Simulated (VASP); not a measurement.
# Si in VASP: one cell, several levels of theory

What does VASP give for Si built on the diamond prototype, under +1.0 % biaxial strain in x and y, free along z, the cell held fixed? Runs: PBE, r2SCAN. The results are then set beside those of Ansatz 0.2.0 for the same cell.

The runs shown are made with VASP 6.6.1. PAW datasets, plane waves. Spin-unpolarised throughout; all numbers are computed.

## Step 1: The system as given

The cell comes from an earlier relaxation with r2SCAN in another program, then strained, with the atoms relaxed again.

Space group I4_1/amd (No. 141), tetragonal; conventional cell a = 3.888 Å, c = 5.404 Å, 20.43 Å³ an atom. Near Si stand 4 Si at 2.37 Å.

The structure in full:

```cif
data_structure
_symmetry_space_group_name_H-M 'I4_1/amd:1'
_symmetry_Int_Tables_number 141
_cell_length_a 3.8882
_cell_length_b 3.8882
_cell_length_c 5.4044
_cell_angle_alpha 90.000
_cell_angle_beta 90.000
_cell_angle_gamma 90.000
_cell_volume 81.70
loop_
_atom_site_label
_atom_site_type_symbol
_atom_site_symmetry_multiplicity
_atom_site_Wyckoff_symbol
_atom_site_fract_x
_atom_site_fract_y
_atom_site_fract_z
_atom_site_occupancy
Si1 Si 4 a 0.00000 0.00000 0.00000 1
```

## Step 2: PBE at this geometry

INCAR reads:

```
ENCUT = 520.000000
SIGMA = 0.020000
EDIFF = 1.00e-07
GGA = PE
PREC = Accurate
IBRION = -1
ISIF = 2
ISMEAR = -1
NBANDS = 11
NELM = 120
NSW = 0
LASPH = .TRUE.
LCHARG = .FALSE.
LWAVE = .FALSE.
LREAL = .FALSE.
```

KPOINTS reads:

```
KPOINTS created by Atomic Simulation Environment
0
Gamma
8 8 8
0 0 0
```

KPOINTS_OPT reads:

```
special points
7
Reciprocal
0.0000000000 0.0000000000 0.0000000000 1
0.5000000000 0.0000000000 0.5000000000 1
0.6250000000 0.2500000000 0.6250000000 1
0.3750000000 0.3750000000 0.7500000000 1
0.5000000000 0.5000000000 0.5000000000 1
0.5000000000 0.2500000000 0.7500000000 1
0.4166670000 0.4166670000 0.0000000000 1
```

POSCAR reads:

```
Si
 1.0000000000000000
     0.0000000000000000    2.7493400846000000    2.7022135923000001
     2.7493400846000000    0.0000000000000000    2.7022135923000001
     2.7493400846000000    2.7493400846000000    0.0000000000000000
 Si
   2
Cartesian
  0.0000000000000000  0.0000000000000000  0.0000000000000000
  1.3746700423000000  1.3746700423000000  1.3511067961500001
```

Potentials: the recommended PBE PAW datasets, 8 valence electrons in the neutral cell.

Run with:

```bash
> mpirun -np 1 vasp_std
```

Standard output, without the iteration lines:

```text
POSCAR found type information on POSCAR Si
 POSCAR found :  1 types and       2 ions
 LDA part: xc-table for (Slater+PW92), standard interpolation
 POSCAR, INCAR and KPOINTS ok, starting setup
 FFT: planning ... GRIDC
 FFT: planning ... GRID_SOFT
 FFT: planning ... GRID
 WAVECAR not read
 entering main loop
 Start KPOINTS_OPT (optional k-point list driver)
k-point batch [1-7\7]
```

OSZICAR:

```text
N       E                     dE             d eps       ncg     rms          rms(c)
DAV:   1     0.584344827296E+01    0.58434E+01   -0.32483E+03  1306   0.564E+02
DAV:   2    -0.104993412807E+02   -0.16343E+02   -0.15516E+02  1711   0.815E+01
DAV:   3    -0.110093049619E+02   -0.50996E+00   -0.50859E+00  1707   0.121E+01
DAV:   4    -0.110129343817E+02   -0.36294E-02   -0.36289E-02  1558   0.129E+00
DAV:   5    -0.110129713394E+02   -0.36958E-04   -0.36958E-04  1640   0.121E-01    0.476E+00
DAV:   6    -0.108962347600E+02    0.11674E+00   -0.65577E-02  1474   0.105E+00    0.290E+00
DAV:   7    -0.108421457880E+02    0.54089E-01   -0.12840E-01  1498   0.158E+00    0.168E-01
DAV:   8    -0.108434294381E+02   -0.12837E-02   -0.57460E-03  1490   0.407E-01    0.794E-02
DAV:   9    -0.108436434424E+02   -0.21400E-03   -0.20827E-04  1625   0.874E-02    0.582E-02
DAV:  10    -0.108436675595E+02   -0.24117E-04   -0.20564E-05  1546   0.263E-02    0.502E-03
DAV:  11    -0.108436682732E+02   -0.71364E-06   -0.20978E-06  1594   0.749E-03    0.311E-03
DAV:  12    -0.108436684071E+02   -0.13393E-06   -0.44323E-07  1481   0.416E-03    0.196E-03
DAV:  13    -0.108436684561E+02   -0.48967E-07   -0.41650E-09   939   0.448E-04
   1 F= -.10843668E+02 E0= -.10843668E+02  d E =-.241753E-07
       N       E                     dE             ncg
DAV:   1     0.138667845464E+04   -0.15836E+04      154
DAV:   2     0.126327443675E+04   -0.12340E+03      224
DAV:   3     0.125886188315E+04   -0.44126E+01      203
DAV:   4     0.125881976138E+04   -0.42122E-01      191
DAV:   5     0.125881950166E+04   -0.25973E-03      203
DAV:   6     0.125881949791E+04   -0.37479E-05      202
DAV:   7     0.125881949785E+04   -0.59707E-07      206
```

The lines after F= are the extra pass for the points of KPOINTS_OPT, at fixed density; their E is not a total energy.

Parts of OUTCAR:

```text
k-points           NKPTS =     59   k-points in BZ     NKDIM =     59   number of bands    NBANDS=     11

   NELECT =       8.0000    total number of electrons

   dimension x,y,z NGX =    30 NGY =   30 NGZ =   30
   dimension x,y,z NGXF=    60 NGYF=   60 NGZF=   60

  energy-cutoff  :      520.00
  volume of cell :       40.85
      direct lattice vectors                 reciprocal lattice vectors
     0.000000000  2.749340085  2.702213592    -0.181861823  0.181861823  0.185033486
     2.749340085  0.000000000  2.702213592     0.181861823 -0.181861823  0.185033486
     2.749340085  2.749340085  0.000000000     0.181861823  0.181861823 -0.185033486

 k-points in reciprocal lattice and weights: KPOINTS created by Atomic Simulation Env
   0.00000000  0.00000000  0.00000000       0.002
   0.12500000  0.00000000  0.00000000       0.016
   0.25000000  0.00000000  0.00000000       0.016
   0.37500000 -0.00000000  0.00000000       0.016
   0.50000000  0.00000000  0.00000000       0.008
   0.12500000  0.12500000  0.00000000       0.004
   0.25000000  0.12500000  0.00000000       0.016
   0.37500000  0.12500000  0.00000000       0.016
[... 51 more k-points ...]

 E-fermi :   5.9325

 k-point     1 :       0.0000    0.0000    0.0000
  band No.  band energies     occupation
      1      -6.1941      2.00000
      2       5.5877      2.00000
      3       5.5877      2.00000
      4       5.7061      1.99998
      5       8.1423      0.00000
      6       8.2064      0.00000
      7       8.2064      0.00000
      8       8.7673      0.00000
      9      13.1827      0.00000
     10      13.4864      0.00000
     11      13.5083      0.00000

 k-point     2 :       0.1250    0.0000    0.0000
  band No.  band energies     occupation
      1      -5.9934      2.00000
      2       4.0350      2.00000
      3       5.2977      2.00000
      4       5.3922      2.00000
      5       8.0674      0.00000
      6       8.5878      0.00000
      7       8.6169      0.00000
      8      10.1650      0.00000
      9      12.7434      0.00000
     10      12.9796      0.00000
     11      14.2849      0.00000

 k-point     3 :       0.2500    0.0000    0.0000
  band No.  band energies     occupation
      1      -5.4084      2.00000
      2       1.7391      2.00000
      3       4.8198      2.00000
      4       4.9432      2.00000
      5       7.5827      0.00000
      6       9.0954      0.00000
      7       9.1433      0.00000
      8      12.3766      0.00000
      9      12.7803      0.00000
     10      12.8548      0.00000
     11      14.5683      0.00000

 k-point     4 :       0.3750   -0.0000    0.0000
  band No.  band energies     occupation
      1      -4.5329      2.00000
      2      -0.2467      2.00000
      3       4.4840      2.00000
      4       4.6329      2.00000
      5       7.2156      0.00000
      6       9.0220      0.00000
      7       9.1464      0.00000
      8      13.4695      0.00000
      9      14.1094      0.00000
     10      14.2143      0.00000
     11      15.1619      0.00000

 k-point     5 :       0.5000    0.0000    0.0000
  band No.  band energies     occupation
      1      -3.9126      2.00000
      2      -1.2459      2.00000
      3       4.3684      2.00000
      4       4.5272      2.00000
      5       7.0863      0.00000
      6       8.9113      0.00000
      7       9.0517      0.00000
      8      13.3332      0.00000
      9      16.0234      0.00000
     10      16.2199      0.00000
     11      16.6351      0.00000

 k-point     6 :       0.1250    0.1250    0.0000
  band No.  band energies     occupation
      1      -5.9204      2.00000
      2       4.3451      2.00000
      3       4.7920      2.00000
      4       4.7920      2.00000
      5       7.5787      0.00000
      6       9.3222      0.00000
      7       9.3222      0.00000
      8       9.8516      0.00000
      9      12.3082      0.00000
     10      13.4880      0.00000
     11      14.6150      0.00000

 k-point     7 :       0.2500    0.1250    0.0000
  band No.  band energies     occupation
      1      -5.4549      2.00000
      2       2.4280      2.00000
      3       4.2780      2.00000
      4       4.4289      2.00000
      5       7.6912      0.00000
      6       9.2699      0.00000
      7      10.0508      0.00000
      8      10.4167      0.00000
      9      13.1064      0.00000
     10      13.7180      0.00000
     11      15.5669      0.00000

 k-point     8 :       0.3750    0.1250    0.0000
  band No.  band energies     occupation
      1      -4.6521      2.00000
      2       0.3883      2.00000
      3       3.8817      2.00000
      4       4.0005      2.00000
      5       7.7809      0.00000
      6       9.3150      0.00000
      7      10.0150      0.00000
      8      10.9904      0.00000
      9      14.9195      0.00000
     10      14.9348      0.00000
     11      15.5079      0.00000

 k-point     9 :       0.5000    0.1250    0.0000
  band No.  band energies     occupation
      1      -3.8170      2.00000
      2      -1.0383      2.00000
      3       3.4581      2.00000
      4       4.0131      2.00000
      5       7.7053      0.00000
      6       9.2292      0.00000
      7       9.6607      0.00000
      8      12.8048      0.00000
      9      14.5781      0.00000
     10      16.1156      0.00000
     11      17.1381      0.00000

 k-point    10 :      -0.3750    0.1250    0.0000
  band No.  band energies     occupation
      1      -4.0716      2.00000
      2      -0.6561      2.00000
      3       3.2803      2.00000
      4       4.2995      2.00000
      5       7.8558      0.00000
      6       9.3297      0.00000
      7       9.4467      0.00000
      8      13.5033      0.00000
      9      13.7167      0.00000
     10      14.7371      0.00000
     11      16.6600      0.00000

 k-point    11 :      -0.2500    0.1250    0.0000
  band No.  band energies     occupation
      1      -4.9752      2.00000
      2       1.0633      2.00000
      3       3.4230      2.00000
      4       4.7873      2.00000
      5       8.2191      0.00000
      6       9.2791      0.00000
      7       9.5319      0.00000
      8      11.8874      0.00000
      9      12.0764      0.00000
     10      15.3255      0.00000
     11      15.6093      0.00000

 k-point    12 :      -0.1250    0.1250    0.0000
  band No.  band energies     occupation
      1      -5.6681      2.00000
      2       2.9566      2.00000
      3       4.0959      2.00000
      4       5.2748      2.00000
      5       8.5353      0.00000
      6       8.7537      0.00000
      7       9.0375      0.00000
      8      11.0911      0.00000
      9      11.8987      0.00000
     10      13.5116      0.00000
     11      15.3079      0.00000

 k-point    13 :       0.2500    0.2500    0.0000
  band No.  band energies     occupation
      1      -5.1100      2.00000
      2       2.1851      2.00000
      3       3.7107      2.00000
      4       3.7107      2.00000
      5       6.6857      0.00000
      6       8.7787      0.00000
      7      11.3356      0.00000
      8      11.3356      0.00000
      9      13.6144      0.00000
     10      14.4018      0.00000
     11      17.0373      0.00000

 k-point    14 :       0.3750    0.2500    0.0000
  band No.  band energies     occupation
      1      -4.4044      2.00000
      2       0.7513      2.00000
      3       2.9979      2.00000
      4       3.3884      2.00000
      5       6.9043      0.00000
      6       8.4782      0.00000
      7      11.5777      0.00000
      8      11.8080      0.00000
      9      15.5207      0.00000
     10      15.6919      0.00000
     11      17.2345      0.00000

 k-point    15 :       0.5000    0.2500    0.0000
  band No.  band energies     occupation
      1      -3.4989      2.00000
      2      -0.6869      2.00000
      3       2.2024      2.00000
      4       3.3822      2.00000
      5       7.0837      0.00000
      6       9.9277      0.00000
      7      11.3281      0.00000
      8      11.4581      0.00000
      9      15.7731      0.00000
     10      16.1238      0.00000
     11      17.7428      0.00000

 k-point    16 :      -0.3750    0.2500    0.0000
  band No.  band energies     occupation
      1      -3.3343      2.00000
      2      -0.9136      2.00000
      3       1.7726      2.00000
      4       3.6886      2.00000
      5       7.3842      0.00000
      6      11.0426      0.00000
      7      11.0844      0.00000
      8      12.3557      0.00000
      9      13.5683      0.00000
     10      13.5793      0.00000
     11      18.2758      0.00000

[... the tables of k-points 17 to 59 left out ...]

  Total       -0.1199832     -0.1199832      0.2936156      0.0000000      0.0000000     -0.0000000
  in kB       -4.7057011     -4.7057011     11.5155100      0.0000000      0.0000000     -0.0000000
  external PRESSURE =       0.7013693 kB  Pullay stress =       0.0000000 kB

 POSITION                                       TOTAL-FORCE (eV/Angst)
 -----------------------------------------------------------------------------------
      0.00000      0.00000      0.00000        -0.000000     -0.000000      0.000000
      1.37467      1.37467      1.35111         0.000000      0.000000      0.000000
 -----------------------------------------------------------------------------------
    total drift:                               -0.000000     -0.000000     -0.000000

  FREE ENERGIE OF THE ION-ELECTRON SYSTEM (eV)
  ---------------------------------------------------
  free  energy   TOTEN  =       -10.8436684561 eV

  energy  without entropy=      -10.8436684319  energy(sigma->0) =      -10.84366844
```

Hardware: 1 MPI rank of Intel Xeon Platinum 8488C, shared host.

The levels at the points of KPOINTS_OPT are read from vasprun.xml.

Band energies at the special points (eV, zero at the top of v, the last band that the electrons fill by count):

```
point    v−1      v     c   c+1
    Γ  -0.12   0.00  2.44  2.50
    X  -2.83  -2.83  0.72  0.72
    U  -4.29  -2.41  1.20  4.11
    K  -4.28  -2.54  1.06  3.88
    L  -1.34  -1.18  1.38  3.21
    W  -3.84  -3.84  4.12  4.12
```

PBE gives an indirect gap of 0.43 eV, from Γ to (0.42, 0.42, 0.00); the least direct gap is 2.44 eV. Pressure: 0.07 GPa; the forces vanish within 0.01 eV/Å.

[end of part 1 of 2]
